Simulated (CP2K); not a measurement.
Crystal: Sn.

```
CELL_PARAMETERS angstrom
4.57264 0.00000 0.00000
2.28632 3.96002 0.00000
2.28632 1.32001 3.73354
ATOMIC_POSITIONS crystal
Sn 0.75000 0.75000 0.75000
Sn 0.50000 0.50000 0.50000
```

This isn't the form of Sn at room conditions, which is tetragonal (white tin).

Base run:

```yaml
Program: CP2K 2026.2
Functional: rev-vdW-DF2
Potentials_or_basis: POTENTIAL_UZH Sn GTH-PBE-q4; TZVP-MOLOPT-PBE-GTH basis
Density_cutoff: 9184 eV
k_mesh: 7 × 7 × 7
Occupations: fermi-dirac, width 0.05 eV
Spin: no spin polarisation
```

Its results: band gap on the k mesh none (metal or under the smearing width); pressure 4.1 GPa.

The run is repeated on the same cell with these changes: functional from rev-vdW-DF2 to BLYP. What comes out?

Band gap on the k mesh none (metal or under the smearing width); pressure 5.5 GPa.

Caveats: the potentials were made for another functional, which shifts forces and pressure; spin-orbit coupling is left out, which moves the levels of the heavy elements; the basis of atomic orbitals isn't converged, which shifts pressures, moduli and gaps.
